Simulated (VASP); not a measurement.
# PbSe (Fm-3m) in VASP: notebook

Aim: see how the results for PbSe move with the level of theory and the settings. Levels: PBEsol, PBE-based screened hybrid with 20 % exact exchange, HF. Tasks: single point.

Program: VASP 6.6.1. These are calculated values, not measurements. Logs are shortened: lines on timing, memory, paths and dates and some standing lists are left out, and cuts for length are marked.

**What was measured.**

A printed reference work, monograph reports, for a bulk crystal of PbSe: band gap 0.15 eV (direct) at 4.2 K; band gap 0.28 eV (direct) at 300 K.

How close the calculation comes is told below.

## Step 1: The cell of the first run

Symmetry: Fm-3m, No. 225, cubic system. Conventional cell: a = 6.139 Å, b = 6.139 Å, c = 6.139 Å, α = 90.00°, β = 90.00°, γ = 90.00°. Pb (site symmetry m-3m) has 6 Se at 3.07 Å within 4.0 Å. Se (site symmetry m-3m) has 6 Pb at 3.07 Å within 4.0 Å.

## Step 2: Single point, PBEsol

File INCAR:

```
SYSTEM = PbSe
PREC = Accurate ; ENCUT = 520
EDIFF = 1E-6 ; ISMEAR = 0
SIGMA = 0.01 ; LREAL = .False.
LASPH = .True. ; NELM = 80
ALGO = Normal ; ISIF = 2
LWAVE = .False. ; LCHARG = .False.
GGA = PS ; NBANDS = 17
```

File KPOINTS:

```
Automatic mesh
0
Gamma
  6 6 6
  0 0 0
```

File POSCAR:

```
PbSe
1.0
    0.0000000000      3.0696893648      3.0696893648
    3.0696893648      0.0000000000      3.0696893648
    3.0696893648      3.0696893648      0.0000000000
Pb Se
1 1
Direct
    0.0000000000      0.0000000000      0.0000000000
    0.5000000000      0.5000000000      0.5000000000
```

Potentials or basis: VASP PAW PBE potentials, release 64 (Pb_d, Se).

On the command line:

```sh
$ cat potpaw_PBE.64/Pb_d/POTCAR potpaw_PBE.64/Se/POTCAR > POTCAR
$ mpirun -np 1 vasp_std > vasp.out
```

OUTCAR:

```text
SYSTEM = PbSe
   PREC = Accurate
   ENCUT = 520
   EDIFF = 1E-6
   ISMEAR = 0
   LREAL = .False.
   LASPH = .True.
   NELM = 80
   ISIF = 2
   GGA = PS

 ion  position               nearest neighbor table
   1  0.000  0.000  0.000-   2 3.07   2 3.07   2 3.07   2 3.07   2 3.07   2 3.07
   2  0.500  0.500  0.500-   1 3.07   1 3.07   1 3.07   1 3.07   1 3.07   1 3.07

  LATTYP: Found a face centered cubic cell.
 ALAT       =     6.1393787296

  Lattice vectors:

 A1 = (   0.0000000000,   3.0696893648,   3.0696893648)
 A2 = (   3.0696893648,   0.0000000000,   3.0696893648)
 A3 = (   3.0696893648,   3.0696893648,   0.0000000000)

Analysis of symmetry for initial positions (statically):
=====================================================================
 Subroutine PRICEL returns:
 Original cell was already a primitive cell.

 Routine SETGRP: Setting up the symmetry group for a
 face centered cubic supercell.

 Subroutine GETGRP returns: Found 48 space group operations
 (whereof 48 operations were pure point group operations)
 out of a pool of 48 trial point group operations.

The static configuration has the point symmetry O_h .

Analysis of symmetry for dynamics (positions and initial velocities):
=====================================================================
 Subroutine PRICEL returns:
 Original cell was already a primitive cell.

 Routine SETGRP: Setting up the symmetry group for a
 face centered cubic supercell.

 Subroutine GETGRP returns: Found 48 space group operations
 (whereof 48 operations were pure point group operations)
 out of a pool of 48 trial point group operations.

The dynamic configuration has the point symmetry O_h .

 Subroutine INISYM returns: Found 48 space group operations
 (whereof 48 operations are pure point group operations),
 and found     1 'primitive' translations

----------------------------------------------------------------------------------------

                                     Primitive cell

  volume of cell :      57.8513

  direct lattice vectors                    reciprocal lattice vectors
     0.000000000  3.069689365  3.069689365    -0.162882931  0.162882931  0.162882931
     3.069689365  0.000000000  3.069689365     0.162882931 -0.162882931  0.162882931
     3.069689365  3.069689365  0.000000000     0.162882931  0.162882931 -0.162882931

  length of vectors
     4.341196332  4.341196332  4.341196332     0.282121512  0.282121512  0.282121512

  position of ions in fractional coordinates (direct lattice)
     0.000000000  0.000000000  0.000000000
     0.500000000  0.500000000  0.500000000

  ion indices of the primitive-cell ions
   primitive index   ion index
                 1           1
                 2           2

----------------------------------------------------------------------------------------

 KPOINTS: Automatic mesh

Automatic generation of k-mesh.
 Grid dimensions read from file:
 generate k-points for:    6    6    6

 Generating k-lattice:

  Cartesian coordinates                     Fractional coordinates (reciprocal lattice)
    -0.027147155  0.027147155  0.027147155     0.166666667  0.000000000  0.000000000
     0.027147155 -0.027147155  0.027147155     0.000000000  0.166666667  0.000000000
     0.027147155  0.027147155 -0.027147155     0.000000000  0.000000000  0.166666667

  Length of vectors
     0.047020252  0.047020252  0.047020252

  Shift w.r.t. Gamma in fractional coordinates (k-lattice)
     0.000000000  0.000000000  0.000000000

 Subroutine IBZKPT returns following result:
 ===========================================

 Found     16 irreducible k-points:

 Following reciprocal coordinates:
            Coordinates               Weight
  0.000000  0.000000  0.000000      1.000000
  0.166667  0.000000  0.000000      8.000000
  0.333333  0.000000  0.000000      8.000000
  0.500000  0.000000  0.000000      4.000000
  0.166667  0.166667  0.000000      6.000000
  0.333333  0.166667  0.000000     24.000000
[... 8 lines left out ...]
 -0.333333  0.333333  0.166667     24.000000
 -0.333333  0.500000  0.166667     12.000000
   k-points           NKPTS =     16   k-points in BZ     NKDIM =     16   number of bands    NBANDS=     17
   number of dos      NEDOS =    301   number of ions     NIONS =      2
   total plane-waves  NPLWV =  32768
   dimension x,y,z NGX =    32 NGY =   32 NGZ =   32
   dimension x,y,z NGXF=    64 NGYF=   64 NGZF=   64
   ions per type =               1   1
   NGX,Y,Z   is equivalent  to a cutoff of  12.25, 12.25, 12.25 a.u.
   NGXF,Y,Z  is equivalent  to a cutoff of  24.51, 24.51, 24.51 a.u.
 SYSTEM =  PbSe
   PREC   = accura    normal or accurate (medium, high low for compatibility)
   ISTART =      0    job   : 0-new  1-cont  2-samecut
   ICHARG =      2    charge: 1-file 2-atom 10-const
   ISPIN  =      1    spin polarized calculation?
   LNONCOLLINEAR =      F non collinear calculations
   LSORBIT =      F    spin-orbit coupling
   LASPH  =      T    aspherical Exc in radial PAW
   ENCUT  =  520.0 eV  38.22 Ry    6.18 a.u.   8.07  8.07  8.07*2*pi/ulx,y,z
   NELM   =     80;   NELMIN=  2; NELMDL= -5     # of ELM steps
   EDIFF  = 0.1E-05   stopping-criterion for ELM
   LREAL  =      F    real-space projection
   EDIFFG = 0.1E-04   stopping-criterion for IOM
   NSW    =      0    number of steps for IOM
   IBRION =     -1    ionic relax: 0-MD 1-quasi-New 2-CG
   NFREE  =      0    steps in history (QN), initial steepest desc. (CG)
   ISIF   =      2    stress and relaxation
   ISYM   =      2    0-nonsym 1-usesym 2-fastsym
   POTIM  = 0.5000    time-step for ionic-motion
   TEBEG  =    0.0;   TEEND  =   0.0 temperature during run
   PSTRESS=    0.0 pullay stress
   NELECT =      20.0000    total number of electrons
   NUPDOWN=      -1.0000    fix difference up-down
   EMIN   =  10.00;   EMAX   =-10.00  energy-range for DOS
   EFERMI =   0.00;   METHOD = LEGACY
   ISMEAR =     0;   SIGMA  =   0.01  broadening in eV -4-tet -1-fermi 0-gaus
   EFERMI_NEDOS =   21; number of points for ismear=-14 and -15
   IALGO  =     38    algorithm
   IMIX   =      4    mixing-type and parameters
     AMIX     =   0.40;   BMIX     =  1.00
     AMIX_MAG =   1.60;   BMIX_MAG =  1.00
  volume/ion in A,a.u.               =      28.93       195.20
  Fermi-wavevector in a.u.,A,eV,Ry     =   1.148983  2.171264 17.961904  1.320163
  Thomas-Fermi vector in A             =   2.285655
   LORBIT       =      0    0 simple, 1 ext, 2 COOP (PROOUT), +10 PAW based schemes
   GGA     = PS    functional components
   LHFCALC =     F    Hartree Fock is set to
   AEXX    =    0.0000 exact exchange contribution
   IVDW    =     0    specifies the selected vdW correction
   LEPSILON=     F    determine dielectric tensor
   LRPA    =     F    only Hartree local field effects (RPA)
 non-spin polarized calculation
 Gauss-broadening in eV      SIGMA  =   0.01
  energy-cutoff  :      520.00
  volume of cell :       57.85
 maximum number of plane-waves:      1588
   NGX = 17   NGY = 17   NGZ = 17

 number of electron      19.9999997 magnetization

 Free energy of the ion-electron system (eV)
  ---------------------------------------------------
  ext. energy  EPLUGINS =         0.00000000
  ---------------------------------------------------
  free energy    TOTEN  =        -8.91810252 eV

  energy without entropy =       -8.91810252  energy(sigma->0) =       -8.91810252

 E-fermi :   4.8877     XC(G=0):  -9.6797

 val. band max:        4.7910542719   @ k =   0.5000   0.0000   0.0000
 cond. band min:       5.0247256305   @ k =   0.5000   0.0000   0.0000
 fundamental gap:      0.2336713587
 Fermi energy:         4.8877126322

 k-point     1 :       0.0000    0.0000    0.0000
  band No.  band energies     occupation
      1     -11.9290      2.00000
      2     -11.9290      2.00000
      3     -11.9290      2.00000
      4     -11.9270      2.00000
      5     -11.9270      2.00000
      6      -8.7331      2.00000
[... 9 lines left out ...]
     16      11.2681      0.00000
     17      12.8296      0.00000

 k-point     2 :       0.1667    0.0000    0.0000
  band No.  band energies     occupation
      1     -11.9334      2.00000
      2     -11.9334      2.00000
      3     -11.9281      2.00000
      4     -11.9205      2.00000
      5     -11.9205      2.00000
      6      -8.5279      2.00000
[... 9 lines left out ...]
     16      11.8454      0.00000
     17      14.5384      0.00000

 k-point     3 :       0.3333    0.0000    0.0000
  band No.  band energies     occupation
      1     -11.9453      2.00000
      2     -11.9453      2.00000
      3     -11.9267      2.00000
      4     -11.9042      2.00000
      5     -11.9042      2.00000
      6      -8.0192      2.00000
[... 9 lines left out ...]
     16      13.2996      0.00000
     17      16.4595      0.00000

 k-point     4 :       0.5000    0.0000    0.0000
  band No.  band energies     occupation
      1     -11.9512      2.00000
      2     -11.9512      2.00000
      3     -11.9261      2.00000
      4     -11.8961      2.00000
      5     -11.8961      2.00000
      6      -7.6781      2.00000
[... 9 lines left out ...]
     16      14.9312      0.00000
     17      14.9312      0.00000

 k-point     5 :       0.1667    0.1667    0.0000
  band No.  band energies     occupation
      1     -11.9461      2.00000
      2     -11.9335      2.00000
      3     -11.9223      2.00000
      4     -11.9184      2.00000
      5     -11.9184      2.00000
      6      -8.4546      2.00000
[... 9 lines left out ...]
     16      12.8779      0.00000
     17      13.6287      0.00000

 k-point     6 :       0.3333    0.1667    0.0000
  band No.  band energies     occupation
      1     -11.9669      2.00000
      2     -11.9324      2.00000
      3     -11.9289      2.00000
      4     -11.9089      2.00000
      5     -11.9019      2.00000
      6      -8.0347      2.00000
[... 9 lines left out ...]
     16      14.2064      0.00000
     17      15.5629      0.00000

 k-point     7 :       0.5000    0.1667    0.0000
  band No.  band energies     occupation
      1     -11.9740      2.00000
      2     -11.9396      2.00000
      3     -11.9239      2.00000
      4     -11.9045      2.00000
      5     -11.8942      2.00000
      6      -7.5962      2.00000
[... 9 lines left out ...]
     16      15.1601      0.00000
     17      15.4713      0.00000

 k-point     8 :      -0.3333    0.1667    0.0000
  band No.  band energies     occupation
      1     -11.9615      2.00000
      2     -11.9441      2.00000
      3     -11.9212      2.00000
      4     -11.9040      2.00000
      5     -11.9030      2.00000
      6      -7.7143      2.00000
[... 9 lines left out ...]
     16      14.4085      0.00000
     17      15.7700      0.00000

 k-point     9 :      -0.1667    0.1667    0.0000
  band No.  band energies     occupation
      1     -11.9416      2.00000
      2     -11.9399      2.00000
      3     -11.9265      2.00000
      4     -11.9172      2.00000
      5     -11.9086      2.00000
      6      -8.2121      2.00000
[... 9 lines left out ...]
     16      13.6210      0.00000
     17      14.3188      0.00000

 k-point    10 :       0.3333    0.3333    0.0000
  band No.  band energies     occupation
      1     -12.0104      2.00000
      2     -11.9426      2.00000
      3     -11.9129      2.00000
      4     -11.8963      2.00000
      5     -11.8963      2.00000
      6      -7.7545      2.00000
[... 9 lines left out ...]
     16      15.0339      0.00000
     17      15.9247      0.00000

 k-point    11 :       0.5000    0.3333    0.0000
  band No.  band energies     occupation
      1     -12.0262      2.00000
      2     -11.9385      2.00000
      3     -11.9176      2.00000
      4     -11.8932      2.00000
      5     -11.8891      2.00000
      6      -7.4156      2.00000
[... 9 lines left out ...]
     16      15.9394      0.00000
     17      16.6366      0.00000

 k-point    12 :      -0.3333    0.3333    0.0000
  band No.  band energies     occupation
      1     -12.0010      2.00000
      2     -11.9306      2.00000
      3     -11.9218      2.00000
      4     -11.9046      2.00000
      5     -11.8951      2.00000
      6      -7.3891      2.00000
[... 9 lines left out ...]
     16      14.1875      0.00000
     17      16.2495      0.00000

 k-point    13 :       0.5000    0.5000    0.0000
  band No.  band energies     occupation
      1     -12.0531      2.00000
      2     -11.9471      2.00000
      3     -11.9083      2.00000
      4     -11.8847      2.00000
      5     -11.8847      2.00000
      6      -7.3150      2.00000
[... 9 lines left out ...]
     16      16.2859      0.00000
     17      17.4242      0.00000

 k-point    14 :       0.5000    0.3333    0.1667
  band No.  band energies     occupation
      1     -11.9911      2.00000
      2     -11.9299      2.00000
      3     -11.9294      2.00000
      4     -11.9014      2.00000
      5     -11.8968      2.00000
      6      -7.6287      2.00000
[... 9 lines left out ...]
     16      14.9845      0.00000
     17      15.3127      0.00000

 k-point    15 :      -0.3333    0.3333    0.1667
  band No.  band energies     occupation
      1     -12.0001      2.00000
      2     -11.9334      2.00000
      3     -11.9163      2.00000
      4     -11.9130      2.00000
      5     -11.8903      2.00000
      6      -7.3889      2.00000
[... 9 lines left out ...]
     16      16.1358      0.00000
     17      16.1423      0.00000

 k-point    16 :      -0.3333    0.5000    0.1667
  band No.  band energies     occupation
      1     -12.0276      2.00000
      2     -11.9322      2.00000
      3     -11.9212      2.00000
      4     -11.9010      2.00000
      5     -11.8847      2.00000
      6      -7.2932      2.00000
[... 9 lines left out ...]
     16      16.3896      0.00000
     17      17.4476      0.00000

------------------------ aborting loop because EDIFF is reached ----------------------------------------

  FORCE on cell =-STRESS in cart. coord.  units (eV):
  Direction    XX          YY          ZZ          XY          YZ          ZX
  --------------------------------------------------------------------------------------
  -------------------------------------------------------------------------------------
  Total       -0.3581169     -0.3581169     -0.3581169      0.0000000      0.0000000     -0.0000000
  in kB       -9.9179554     -9.9179554     -9.9179554      0.0000000      0.0000000     -0.0000000
  external PRESSURE =      -9.9179554 kB  Pullay stress =       0.0000000 kB

 VOLUME and BASIS-vectors are now :
 -----------------------------------------------------------------------------
  energy-cutoff  :      520.00
  volume of cell :       57.85
      direct lattice vectors                 reciprocal lattice vectors
     0.000000000  3.069689365  3.069689365    -0.162882931  0.162882931  0.162882931
     3.069689365  0.000000000  3.069689365     0.162882931 -0.162882931  0.162882931
     3.069689365  3.069689365  0.000000000     0.162882931  0.162882931 -0.162882931

 POSITION                                       TOTAL-FORCE (eV/Angst)
 -----------------------------------------------------------------------------------
      0.00000      0.00000      0.00000         0.000000     -0.000000      0.000000
      3.06969      3.06969      3.06969        -0.000000      0.000000     -0.000000
 -----------------------------------------------------------------------------------
    total drift:                                0.000000     -0.000000     -0.000000

  FREE ENERGIE OF THE ION-ELECTRON SYSTEM (eV)
  ---------------------------------------------------
  free  energy   TOTEN  =        -8.9181025231 eV

  energy  without entropy=       -8.9181025231  energy(sigma->0) =       -8.91810252
```

Run time: 6.7 s. Hardware: 1 thread of Intel Xeon 8259CL, shared host; peak memory 0.18 GiB.

Results:

```yaml
Free_energy: -8.9181 eV
Pressure: -1.0 GPa
Band_gap_on_the_k_mesh: 0.23 eV
```

Levels at points of the mesh, in eV from the valence-band top:
| k point | band 8 | band 9 | band 10 | band 11 | band 12 | band 13 |
| --- | --- | --- | --- | --- | --- | --- |
| (0.00, 0.00, 0.00) | -1.82 | -1.82 | -1.82 | 4.67 | 4.67 | 4.67 |
| (0.50, 0.00, 0.00) | -1.42 | -1.42 | 0.00 | 0.23 | 1.68 | 1.68 |
| (0.50, 0.50, 0.00) | -4.94 | -3.18 | -3.18 | 3.63 | 5.56 | 5.56 |

Caveat: the PAW data sets were made with another functional, which shifts forces and pressure a little; spin-orbit coupling is left out, which moves the levels of the heavy elements.

## Step 3: Single point, PBEsol

File INCAR:

```
ALGO = Normal
EDIFF = 1E-6
ENCUT = 520
GGA = PS
ISIF = 2
ISMEAR = 0
LASPH = True
LCHARG = True
LELF = True
LREAL = False
LVHAR = True
LWAVE = False
NBANDS = 17
NELM = 80
PREC = Accurate
SIGMA = 0.01
```

File KPOINTS:

```
k-points
0
Gamma
  6 6 6
```

POSCAR is that of step 2.

Potentials or basis: VASP PAW PBE potentials, release 64 (Pb_d, Se).

On the command line:

```sh
$ cat potpaw_PBE.64/Pb_d/POTCAR potpaw_PBE.64/Se/POTCAR > POTCAR
$ mpirun -np 1 vasp_std > vasp.out
```

It took 8.7 s on 1 thread of Intel Xeon 8259CL, shared host; peak memory 0.18 GiB.

The run converged. Its results:

```
Free energy            : -8.9181 eV
Pressure               : -1.0 GPa
Band gap on the k mesh : 0.23 eV
```

Levels at points of the mesh, in eV from the valence-band top:
```csv
k point,band 6,band 7,band 8,band 9,band 10,band 11,band 12,band 13,band 14,band 15
"(0.00, 0.00, 0.00)",-13.52,-6.34,-1.82,-1.82,-1.82,4.67,4.67,4.67,6.48,6.48
"(0.50, 0.00, 0.00)",-12.47,-8.77,-1.42,-1.42,0.00,0.23,1.68,1.68,8.41,10.08
"(0.50, 0.50, 0.00)",-12.11,-7.38,-4.94,-3.18,-3.18,3.63,5.56,5.56,5.98,11.29
```

Caveat: the PAW data sets were made with another functional, which shifts forces and pressure a little; spin-orbit coupling is left out, which moves the levels of the heavy elements.

[end of part 1 of 2]
